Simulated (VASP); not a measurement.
Here is a VASP 6.6.1 calculation.

The input INCAR:

```
SYSTEM = Sb2Se3
  PREC = Accurate
  ENCUT = 600
  EDIFF = 1E-6
  ISMEAR = 0
  SIGMA = 0.03
  LREAL = .False.
  LASPH = .True.
  NELM = 80
  ALGO = Normal
  ISIF = 3
  LWAVE = .False.
  LCHARG = .False.
  GGA = PE
  IVDW = 12
  IBRION = 2
  NSW = 90
  EDIFFG = -0.01
  KPAR = 4
```

Contents of KPOINTS:

```
regular mesh
0
Gamma
  4 8 4
  0 0 0
```

The input POSCAR:

```
Sb2Se3
1.0
   11.7700000000      0.0000000000      0.0000000000
    0.0000000000      3.9620000000      0.0000000000
    0.0000000000      0.0000000000     11.6200000000
Sb Se
8 12
Direct
    0.0305000000      0.2500000000      0.3280000000
    0.9695000000      0.7500000000      0.6720000000
    0.4695000000      0.7500000000      0.8280000000
    0.5305000000      0.2500000000      0.1720000000
    0.1478000000      0.7500000000      0.0397000000
    0.8522000000      0.2500000000      0.9603000000
    0.3522000000      0.2500000000      0.5397000000
    0.6478000000      0.7500000000      0.4603000000
    0.0534000000      0.2500000000      0.8732000000
    0.9466000000      0.7500000000      0.1268000000
    0.4466000000      0.7500000000      0.3732000000
    0.5534000000      0.2500000000      0.6268000000
    0.1302000000      0.7500000000      0.4434000000
    0.8698000000      0.2500000000      0.5566000000
    0.3698000000      0.2500000000      0.9434000000
    0.6302000000      0.7500000000      0.0566000000
    0.2132000000      0.2500000000      0.1935000000
    0.7868000000      0.7500000000      0.8065000000
    0.2868000000      0.7500000000      0.6935000000
    0.7132000000      0.2500000000      0.3065000000
```

Potentials or basis: VASP PAW PBE potentials, release 64 (Sb, Se).

Launch:

```bash
$ cat potpaw_PBE.64/Sb/POTCAR potpaw_PBE.64/Se/POTCAR > POTCAR
$ mpirun -np 4 vasp_std > vasp.out
```

What does it give for the relaxed cell?

a = 11.656 Å, b = 3.987 Å, c = 11.348 Å, α = 90.00°, β = 90.00°, γ = 90.00°.

Predict the space group after relaxing (to 0.05 Å).

Pnma (No. 62).

Estimate the dispersion energy per atom.

-0.407 eV.

Final structure:
```xyz
20
Lattice="11.6564 0.0000 0.0000 0.0000 3.9870 0.0000 0.0000 0.0000 11.3484" Properties=species:S:1:pos:R:3 pbc="T T T"
Sb    0.2270    0.9967    3.7335
Sb   11.4294    2.9902    7.6149
Sb    5.6012    2.9902    9.4077
Sb    6.0552    0.9967    1.9407
Sb    1.7707    2.9902    0.4444
Sb    9.8858    0.9967   10.9040
Sb    4.0576    0.9967    6.1187
Sb    7.5989    2.9902    5.2298
Se    0.6492    0.9967    9.8432
Se   11.0072    2.9902    1.5052
Se    5.1790    2.9902    4.1690
Se    6.4774    0.9967    7.1794
Se    1.5024    2.9902    5.0729
Se   10.1541    0.9967    6.2755
Se    4.3259    0.9967   10.7471
Se    7.3306    2.9902    0.6013
Se    2.5236    0.9967    2.2507
Se    9.1329    2.9902    9.0978
Se    3.3046    2.9902    7.9249
Se    8.3518    0.9967    3.4235
```
